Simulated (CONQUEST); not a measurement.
BaTiO3:

```
Ba Ti O
1.0
     3.99980    0.00000    0.00000
     0.00000    3.99980    0.00000
     0.00000    0.00000    4.01800
Ba Ti O
1 1 3
Direct
  0.01538 0.99009 0.00387
  0.50035 0.49689 0.50662
  0.50045 0.99631 0.48745
  0.00046 0.51343 0.47837
  0.49304 0.50648 0.97537
```

The cell isn't the ideal one: atoms moved at random, drawn with an rms of 0.05 Å.

Base run:

```yaml
Program: CONQUEST 1.3
Functional: PBE
Potentials_or_basis: PseudoDojo NC PBE, SZ, grid cutoff 150 Ha
k_mesh: 7 × 7 × 7
Occupations: fermi-dirac, width 0.05 eV
Spin: no spin polarisation
```

Its results: band gap on the k mesh 1.52 eV, indirect (least direct gap 1.61 eV); pressure 10.5 GPa; largest force 1.121 eV/Å.

Task: The run is repeated on the same cell with these changes: potentials or basis from PseudoDojo NC PBE, SZ, grid cutoff 150 Ha to PseudoDojo NC PBE, DZ, grid cutoff 150 Ha. What comes out?

Result: Band gap on the k mesh 1.81 eV, indirect (least direct gap 2.02 eV); pressure 4.8 GPa; largest force 0.915 eV/Å.

Caveats: the atomic basis is small; spin-orbit coupling is left out, which moves the levels of the heavy elements; an odd mesh through Γ misses points on the zone boundary, where band edges often lie; the basis of atomic orbitals isn't converged, which shifts pressures, moduli and gaps.
